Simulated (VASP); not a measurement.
As: single point with HSE(alpha, omega)

Crystal: As.

```xyz
2
Lattice="-2.7037 0.0000 -2.7037 0.0000 -2.7037 -2.7037 -2.7037 -2.7037 0.0000" Properties=species:S:1:pos:R:3 pbc="T T T"
As   -1.4417   -1.3087   -1.3613
As   -3.9656   -4.0987   -4.0461
```

This isn't the form of As at room conditions, which is rhombohedral.

The cell isn't the ideal one: all atoms moved at random.

```json
{"Program": "VASP 6.6.1", "Task": "single point", "Functional": "HSE(alpha, omega)", "Potentials or basis": "VASP PAW PBE potentials, release 64 (As)", "Cutoff": "520 eV", "k mesh": "5 × 5 × 5", "Occupations": "fermi-dirac, width 0.05 eV", "Spin": "no spin polarisation"}
```

- Pressure: 1.5 GPa
- Largest force: 0.876 eV/Å
- Band gap on the k mesh: 0.18 eV, indirect (least direct gap 0.37 eV)

Forces on the atoms (eV/Å):
```
As  -0.674  0.550 -0.103
As   0.674 -0.550  0.103
```

Stress tensor (GPa, compression positive):
```
 1.50 -1.67  0.25
-1.67  0.67 -0.10
 0.25 -0.10  2.45
```

Levels at points of the mesh, in eV from the valence-band top:
```tsv
k point	band 3	band 4	band 5	band 6	band 7	band 8
(0.00, 0.00, 0.00)	-2.19	-1.92	-1.87	4.01	4.08	4.72
```

It took 5.8 min on 1 thread of Intel(R) Xeon(R) 6975P-C (Granite Rapids), with other jobs on the host, peak memory 0.28 GiB.

Caveat: the PAW data sets were made with another functional, which shifts forces and pressure a little; an odd mesh through Γ misses points on the zone boundary, where band edges often lie.
